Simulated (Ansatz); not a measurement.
# MnSi (Pm-3m) in Ansatz: elastic constants with PBEsol

Aim: the elastic constants of MnSi with PBEsol.

All numbers are computed with Ansatz 0.2.0; they aren't measurements. Logs are shortened: lines on timing, memory, paths and dates and some standing lists are left out, and cuts for length are marked.

## 1. The structure

The structure is cubic, space group Pm-3m (No. 221). The conventional cell has a = 2.987 Å, b = 2.987 Å, c = 2.987 Å, α = 90.00°, β = 90.00°, γ = 90.00°. Mn (site symmetry m-3m) has 8 Si at 2.59 Å as nearest neighbours. Around Si (site symmetry m-3m) lie 8 Mn at 2.59 Å.

The cell was built by a generator and needn't be a form met in nature.

## 2. Elastic constants, PBEsol, collinear spin, ferromagnetic start

The input, input.yaml:

```yaml
crystal:
  lattice:
    - [2.98743146, 0.0, 0.0]
    - [0.0, 2.98743146, 0.0]
    - [0.0, 0.0, 2.98743146]
  atoms:
    - { symbol: Mn, position: [0.5, 0.5, 0.5], spin: 4.0 }
    - { symbol: Si, position: [0.0, 0.0, 0.0] }
hamiltonian:
  xc: pbesol
  pseudopotentials: { kind: paw }
magnetization:
  spin_polarized: true
kpoints:
  mp_grid: { grid: [7, 7, 7] }
scf:
  occupations: { method: fermi_dirac, width: 0.05 }
output:
  forces: true
  stress: true
elastic:
  mode: clamped_ion
  stencil: two_point
```

Potentials or basis: Ansatz PAW.

The run is started by

```console
ansatz run input.yaml --threads 2 --pin off --max-ram 5632MiB --backend cpu --events-out ev --progress --plain --runs-dir out
```

What it wrote:

```text
Warning: RAYON_NUM_THREADS=2 ignored (pool sized by the plan → 2); use --threads N
Engine: ansatz 0.2.0, aarch64-unknown-linux-gnu
Pseudopotentials: kind: paw
Pseudopotential: Mn, paw, valence charge 15, recommended cutoff 420 eV (normal), Mn.paw.azcp
Pseudopotential: Si, paw, valence charge 4, recommended cutoff 420 eV (normal), Si.paw.azcp
Functional definition: PBEsol
  exchange = pbesol_x
  correlation = pbesol_c
Crystal: 2 atoms, lattice volume = 26.662 Å³
Basis set: ecut = 420 eV, 485 PW (Γ), exchange–correlation on 48×48×48 points (8 copies of the dense FFT grid, shifted against one another)
Bands: 16, of which v1, the nominal top of the filled ones, is band 10 counted from 1 (9 counted from 0)
Symmetry: 48 space group operations
Space group: Pm-3m (ITA 221), of the structure as read, at distance tolerance 3.0e-5 Å
Magnetic group: BNS 221.92 (UNI 1594), of the structure as read, at distance tolerance 3.0e-5 Å
k-points: 20 of 343
Non-local potential: Mn, projectors of the file, l = 0: 3, l = 1: 2, l = 2: 3, l = 3: 1
Non-local potential: Si, projectors of the file, l = 0: 2, l = 1: 2, l = 2: 2
PAW form: soft (Blöchl's): semilocal exchange-correlation on the pseudo side does not see the compensation charge
PAW frozen core: Mn, regenerated for the run's functional, and the local potential with it (the file was generated under x = pbe(κ = 0.804, μ = 0.2195149727645171), c = pbe(β = 0.06672455060314922))
PAW frozen core: Si, regenerated for the run's functional, and the local potential with it (the file was generated under x = pbe(κ = 0.804, μ = 0.2195149727645171), c = pbe(β = 0.06672455060314922))
PAW one-centre angular grid: Mn, 590 points (default); XC on 64 Gauss nodes
PAW one-centre angular grid: Si, 110 points (default); XC on 64 Gauss nodes
Initial density: superposition of atomic densities (chi_scale 0.1, normalization cell)
Starting moments: Σ|m| = 4 μB on 1 of 2 sites
Initial wavefunctions: pseudopotential atomic-orbital guess
Functional: x = pbesol(κ = 0.804, μ = 0.12345679012345678), c = pbesol(β = 0.046)
SCF 1 converged in 18 iterations: F = -4490.491649 eV  dr2 = 2.84e-9
a single point of the input's cell can leave the moments in the input for a lower state (scf.lower_state_search): this run first made a single point of its cell. This run's own SCFs start from the density of the state that the single point found, with the moments in the input. The single point stayed on the moments in the input.
Initial density: read from a saved state, or passed on in memory by an earlier SCF of this step, an earlier step, the calling program or the single point that the run made first
Stability of the state it starts from, as read at its close in the collinear treatment: not read negative (Ritz values of 1 − χ₀K, real part plus size of imaginary part, from 0.69 to 0.82, by its mixing steps under the symmetry group of the SCF that read it); its run was given moments
Starting moments: Σ|m| = 4 μB on 1 of 2 sites; this step starts from the density that it was given
iter 1 solved again at ethr=2.15e-8 eV; its pass at ethr=3.10e-3 eV (dr2=4.08e-6 eV) is discarded
SCF iter   1: F=—  HF=-4490.491649 eV  |F-HF|=—  |Δ(HF+E_count)|=         —  Δρ=1.22e-6 (↑1.22e-6 ↓1.08e-6)  dr2=1.73e-10  dr2_m=2.79e-10  M=0.911 μB ∫|m|=1.078 μB  β_m=0.65  ethr=2.15e-8  ⟨swp⟩=3.0  Hψ=5023  notcnv=0
eigensolver tolerance schedule: the retry pair's looser diagonalisation over-reported the residual by 23572.48 of it (diagonalisation noise at 0.20 of the residual, at the tolerance the schedule requests for it); recorded, not acted on — ethr = c·dr2/N_el stays at c = 1.0e-1
preconditioner: auto → none  [metal: Δε(μ)=0.071 eV  Ē_g=8.739 eV  σ=0.050 eV  W_gap=0.34  n_scr=0 (ndim 8)  ℏωp=23.9 eV  f_vac=0.000  D(μ)=2.28/eV (n_scr^D=26)]
SCF iter   2: F=—  HF=-4490.491649 eV  |F-HF|=—  |Δ(HF+E_count)|=   1.52e-7  Δρ=9.28e-7 (↑9.28e-7 ↓4.86e-7)  dr2=1.02e-10  dr2_m=1.03e-10  M=0.911 μB ∫|m|=1.078 μB  β_m=0.47  ethr=9.11e-13 (applied; sched 1.00e-12)  ⟨swp⟩=2.4  Hψ=1110  notcnv=0
SCF iter   3: F=—  HF=-4490.491649 eV  |F-HF|=—  |Δ(HF+E_count)|=  2.91e-11  Δρ=5.41e-7 (↑4.30e-7 ↓5.41e-7)  dr2=2.37e-11  dr2_m=5.07e-11  M=0.911 μB ∫|m|=1.078 μB  β_m=0.58  ethr=5.39e-13 (applied; sched 1.00e-12)  ⟨swp⟩=2.1  Hψ=992  notcnv=0
SCF iter   4: F=—  HF=-4490.491649 eV  |F-HF|=—  |Δ(HF+E_count)|=  7.55e-11  Δρ=3.75e-7 (↑3.75e-7 ↓2.08e-7)  dr2=1.09e-11  dr2_m=1.85e-11  M=0.911 μB ∫|m|=1.078 μB  β_m=0.72  ethr=1.25e-13 (applied; sched 1.00e-12)  ⟨swp⟩=2.0  Hψ=1017  notcnv=0
SCF iter   5: F=—  HF=-4490.491649 eV  |F-HF|=—  |Δ(HF+E_count)|=  1.09e-11  Δρ=1.54e-7 (↑1.54e-7 ↓9.22e-8)  dr2=1.57e-12  dr2_m=3.63e-12  M=0.911 μB ∫|m|=1.078 μB  β_m=0.66  ethr=5.75e-14 (applied; sched 1.00e-12)  ⟨swp⟩=2.4  Hψ=921  notcnv=0
SCF iter   6: F=—  HF=-4490.491649 eV  |F-HF|=—  |Δ(HF+E_count)|=  3.64e-12  Δρ=3.42e-8 (↑3.41e-8 ↓3.42e-8)  dr2=6.74e-14  dr2_m=2.55e-13  M=0.911 μB ∫|m|=1.078 μB  β_m=0.72  ethr=8.29e-15 (applied; sched 1.00e-12)  ⟨swp⟩=2.1  Hψ=821  notcnv=0
SCF iter   7: F=—  HF=-4490.491649 eV  |F-HF|=—  |Δ(HF+E_count)|=  1.82e-12  Δρ=9.64e-9 (↑5.07e-9 ↓9.64e-9)  dr2=2.56e-14  dr2_m=5.46e-15  M=0.911 μB ∫|m|=1.078 μB  β_m=0.86  ethr=5.26e-16 (applied; sched 1.00e-12)  ⟨swp⟩=2.0  Hψ=860  notcnv=0
SCF iter   8: F=-4490.491649 eV  HF=-4490.491649 eV  |F-HF|=0.00e0  |Δ(HF+E_count)|=    0.00e0  Δρ=1.00e-8 (↑7.82e-9 ↓1.00e-8)  dr2=8.70e-14  dr2_m=3.83e-16  M=0.911 μB ∫|m|=1.078 μB  ethr=1.00e-12  ⟨swp⟩=2.0  Hψ=1834  notcnv=0
[... 57 lines left out ...]
SCF iter   5: F=—  HF=-4490.491661 eV  |F-HF|=—  |Δ(HF+E_count)|=  3.17e-10  Δρ=8.95e-7 (↑8.95e-7 ↓5.70e-7)  dr2=2.81e-11  dr2_m=1.15e-10  M=0.911 μB ∫|m|=1.078 μB  β_m=0.68  ethr=2.45e-13 (applied; sched 1.00e-12)  ⟨swp⟩=2.2  Hψ=3187  notcnv=0  defer=141
SCF iter   6: F=—  HF=-4490.491661 eV  |F-HF|=—  |Δ(HF+E_count)|=  6.46e-11  Δρ=2.35e-7 (↑1.95e-7 ↓2.35e-7)  dr2=3.18e-12  dr2_m=9.37e-12  M=0.911 μB ∫|m|=1.078 μB  β_m=0.74  ethr=1.48e-13 (applied; sched 1.00e-12)  ⟨swp⟩=2.2  Hψ=2715  notcnv=0  defer=142
SCF iter   7: F=—  HF=-4490.491661 eV  |F-HF|=—  |Δ(HF+E_count)|=  5.46e-12  Δρ=4.96e-8 (↑4.96e-8 ↓4.69e-8)  dr2=2.98e-13  dr2_m=4.34e-13  M=0.911 μB ∫|m|=1.078 μB  β_m=0.86  ethr=1.67e-14 (applied; sched 1.00e-12)  ⟨swp⟩=2.0  Hψ=3017  notcnv=0  defer=143
SCF iter   8: F=—  HF=-4490.491661 eV  |F-HF|=—  |Δ(HF+E_count)|=  9.09e-13  Δρ=2.67e-8 (↑7.30e-9 ↓2.67e-8)  dr2=1.06e-13  dr2_m=4.01e-14  M=0.911 μB ∫|m|=1.078 μB  β_m=0.87  ethr=1.00e-12  ⟨swp⟩=4.0  Hψ=5928  notcnv=0
SCF iter   9: F=-4490.491661 eV  HF=-4490.491661 eV  |F-HF|=9.09e-13  |Δ(HF+E_count)|=  1.82e-12  Δρ=2.04e-9 (↑2.04e-9 ↓1.77e-9)  dr2=7.93e-16  dr2_m=6.86e-16  M=0.911 μB ∫|m|=1.078 μB  ethr=1.00e-12  ⟨swp⟩=3.2  Hψ=5022  notcnv=0
SCF 6 converged in 9 iterations: F = -4490.491661 eV  dr2 = 7.93e-16
SCF converged after 8 iterations
Magnetization: 0.9112 μB (9.9556 up, 9.0444 down)
Absolute magnetization: 1.0778 μB (∫|ρ↑−ρ↓|, with the PAW one-centre terms)
Spin contamination: 0.0204 ħ² per cell (⟨S²⟩ above its minimum at these occupations)
Per-site moments (μB) at R_I (Å): [(0.9546501878250391, 1.0672165087752445), (-0.06360469522349035, 1.0672165087752445)]
Free energy (F): -4490.491649 eV
Harris-Foulkes:  -4490.491649 eV  (|F-HF|=0.00e0)
Internal energy: -4490.472769 eV  (E = F + TS)
E sigma→0 (E₀):  -4490.482209 eV
Entropy (-TS):   -0.018880 eV (-9.440 meV/atom)
Fermi energy:    13.598495 eV
--- Per-component energies (eV) ---
  E_band       = -220.099443
  E_kinetic    = 348.191041
  E_local      = -2234.333548  (includes V_loc(G=0)·N_el)
  E_nonlocal   = 265.473281
  E_hartree    = 947.156991
  E_xc         = -168.296078
  E_vxc        = -192.989570  (∫ρ·V_xc dr)
  E_paw        = -1768.985549  (= ΣΔE_a)
  E_vpaw       = -300.754643  (= ΣTr[D̂ρ^β])
  E_aug_tail   = -0.000004  (compensation charges beyond the density's cutoff)
  E_ewald      = -1879.880115
  E_core_change = 0.201211  (= ΣΔE_core)
  E_smearing   = -0.018880  (= −TS)
  E_closure    = -0.000000  (closes the sum)
  Σ components = -4490.491649   (vs F -4490.491649, Δ=0.00e0)
--- Forces (eV/Å), atoms counted from 1 ---
  atom   1  Mn     0.00000000    -0.00000000     0.00000000
  atom   2  Si    -0.00000000    -0.00000000    -0.00000000
  max |Σ_I F_I| component: 8.05e-29 eV/Å
--- Stress (GPa, compression-positive) ---
      -32.169129      -0.000000       0.000000
        0.000000     -32.169129       0.000000
        0.000000       0.000000     -32.169129
  P = ⅓ Tr σ = -32.1691 GPa (-321.691 kbar)
--- Band table (eV; the first three rows and the last of 40) ---
  k-point 0 ↑: bands = ["-65.4896", "-34.3497", "-34.3497", "-34.3497", "1.5743", "11.0888", "11.0888", "13.2173", "13.2173", "13.2173", "16.4753", "16.4753", "16.4753", "21.5230", "21.5230", "23.3599"]
  k-point 1 ↑: bands = ["-65.4887", "-34.3619", "-34.3487", "-34.3487", "1.9109", "10.7870", "11.2048", "12.8811", "12.8811", "13.2435", "15.1166", "17.0989", "17.0989", "21.3668", "22.4200", "24.9705"]
  k-point 2 ↑: bands = ["-65.4866", "-34.3892", "-34.3463", "-34.3463", "2.8872", "9.2888", "11.4845", "12.3286", "12.3286", "13.3031", "14.1993", "18.5274", "18.5274", "20.9690", "23.0769", "25.9782"]
  k-point 19 ↓: bands = ["-64.4513", "-33.3955", "-33.3952", "-33.3952", "8.2777", "9.5015", "9.5015", "12.1776", "14.3263", "14.3263", "14.6530", "16.2356", "16.2356", "18.6828", "18.6828", "19.2078"]
--- Elastic constants: 2 strain directions × 2 members + reference (group order 48) ---
  dense FFT box of the reference and of every strained cell: 24×24×24
  strains applied: 11, 23; error gains: componentwise 1.00 (the most a stress slope's error grows in a printed constant), spectral 1.73 (1 for all six strains in a standard setting)
  C = ∂σ_k/∂η_j (tension-positive GPa; Voigt order 11 22 33 23 13 12):
       106.088     27.452     27.452     -0.000     -0.000     -0.000
        27.452    106.088     27.452     -0.000     -0.000     -0.000
        27.452     27.452    106.088     -0.000     -0.000     -0.000
         0.000      0.000     -0.000    -33.528      0.000     -0.000
        -0.000     -0.000      0.000     -0.000    -33.528     -0.000
         0.000     -0.000      0.000     -0.000     -0.000    -33.528
  reference stress σ⁰ (GPa):     32.169     32.169     32.169     -0.000     -0.000     -0.000
  C* (energy form; C + prestress term) asymmetry max|C*_kj − C*_jk| = 4.263e-14 GPa — a small one proves nothing (zero by symmetry where the batch's group is 432, −43m or m−3m); a large one is finite-difference/SCF noise where every solve meets its electron count
  moduli (Voigt/Reuss/Hill, GPa): K = 53.66/53.66/53.66   G = -4.39/-129.50/-66.94   E = -343.78   ν = 1.568
  mechanically stable: NO (min eigenvalue of sym C = -33.53 GPa)
  strain η (Voigt 11):  stress-route row diagonal C_11 = 106.09 GPa, energy-path curvature d²(F+E_count+ΔE)/dδ²/Ω₀ = 106.11 GPa
         δ    σ_11 (GPa)             F (eV)   n_scf  n_hpsi   n_pw
    -2.000e-3      31.9483       -4490.5023148      12   28792    528
     2.000e-3      32.3727       -4490.4809031       9   23285    529
  strain η (Voigt 23):  stress-route row diagonal C_44 = -33.53 GPa, energy-path curvature d²(F+E_count+ΔE)/dδ²/Ω₀ = -49.69 GPa
         δ    σ_23 (GPa)             F (eV)   n_scf  n_hpsi   n_pw
    -2.000e-3       0.0671       -4490.4916608      11   44417    528
     2.000e-3      -0.0671       -4490.4916608       9   39638    528
```

Run time: 7.7 s. Hardware: 2 threads of Arm Neoverse V2, shared host; peak memory 0.34 GiB.

Results:

```yaml
Free_energy: -4490.4916 eV
Pressure: -32.2 GPa
Band_gap_on_the_k_mesh: none (metal or under the smearing width)
Net_moment: 0.91 μB per cell
Absolute_moment: 1.08 μB per cell
Site_moments: Mn +0.95; Si -0.06 μB
Clamped-ion_elastic_constants_C11_C12_C44: 106, 27, -34 GPa
Voigt_bulk_modulus: 54 GPa
```

Elastic tensor in Voigt notation (GPa, ions clamped, in the Cartesian axes of the cell as first typed):
```
106  27  27   0   0   0
 27 106  27   0   0   0
 27  27 106   0   0   0
  0   0   0 -34   0   0
  0   0   0   0 -34   0
  0   0   0   0   0 -34
```

Caveat: the cell is more than 3 GPa from zero pressure, which shifts response properties; a pressure of tens of GPa on the cell as given is suspect, and the run, the potentials or the cell itself is likely at fault; the elastic tensor has a negative eigenvalue, so either the cell is unstable as it stands or the mesh is too thin; the moment fell far below its start of 4 μB, so a state of higher moment may lie lower in energy; the PAW data sets come from PBE, with cores solved anew for the run's functional, which leaves a small shift of forces and pressure.
